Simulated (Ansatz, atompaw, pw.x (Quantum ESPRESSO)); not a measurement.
tungsten (W) (sc): variants of one PAW (atompaw) potential in the solid

| Item | Value |
| --- | --- |
| Element | tungsten |
| Generator | atompaw 4.2.0.5 |
| Type | PAW |
| Functional | PBE |
| Relativity | scalar-relativistic |
| Frozen core | [Kr] 4d10 4f14 |
| Valence charge | 14 |
| Reference configuration | 5s2 5p6 5d4 6s2 6p0 |
| Partial waves | 5s (bound): rc 1.20 bohr; 6s (bound): rc 2.55 bohr; 5p (bound): rc 2.25 bohr; 6p (bound, empty): rc 2.55 bohr; 5d (bound): rc 2.55 bohr; 5d channel at 0.2 Ry: rc 2.55 bohr |
| Local potential | bessel scheme, radius 1.75 bohr |
| Core correction | smooth core density matched at 2.20 bohr |
| Augmentation charge | besselshape compensation charge, radius 1.95 bohr; PAW radius 2.55 bohr; waves and projectors: custom polynom vanderbiltortho |

Crystal test: sc W in pw.x 7.5, no spin, 12³ k-points, Fermi–Dirac smearing 0.01 Ry, cutoffs set for each file from its atomic test. The reference is all-electron LAPW (Ansatz 0.2.0) with the same functional, mesh and smearing; V0 and B0 come from Birch–Murnaghan fits to the pressures at five volumes. Errors are pseudo minus all-electron; Δ is the rms difference of the E(V) curves that follow from these fits, minima aligned, over ±6 % about the mean V0. Mesh and smearing are coarse, so the numbers serve the comparison and aren't converged zero-temperature values; the lattice is a test structure that the element need not adopt.

All-electron: a0 = 2.638 Å (V0 = 18.36 Å³/atom), B0 = 216.4 GPa.

| change | cutoffs (Ry) | pw.x | a0 (Å) | a0 error (%) | B0 error (%) | Δ (meV/atom) | mean pressure error (GPa) |
| --- | --- | --- | --- | --- | --- | --- | --- |
| base | 100/900 | converged | 2.636 | -0.08 | +0.3 | 2.2 | -0.53 |
| wave 5d channel at 0.2 Ry: rc 2.55 bohr becomes 5d channel at -0.19 Ry: rc 2.55 bohr | 100/900 | converged | 2.636 | -0.08 | +0.3 | 2.2 | -0.53 |
| wave 5d channel at 0.2 Ry: rc 2.55 bohr becomes 5d channel at 0.03 Ry: rc 2.55 bohr | 100/900 | converged | 2.636 | -0.08 | +0.3 | 2.2 | -0.52 |
| wave 5d channel at 0.2 Ry: rc 2.55 bohr becomes 5d channel at 1.09 Ry: rc 2.55 bohr | 100/900 | converged | 2.636 | -0.07 | +0.3 | 1.9 | -0.45 |
| wave 5d channel at 0.2 Ry: rc 2.55 bohr becomes 5d channel at 2 Ry: rc 2.55 bohr | 100/900 | converged | 2.637 | -0.05 | +0.2 | 1.3 | -0.33 |

**Question.** Give the row for: wave 5d channel at 0.2 Ry: rc 2.55 bohr becomes 5d channel at 8.48 Ry: rc 2.55 bohr.

**Answer.** pw.x: converged; mean pressure error (GPa): +5.32; a0 (Å): 2.659; a0 error (%): +0.81; B0 error (%): -2.1; Δ (meV/atom): 21.3.
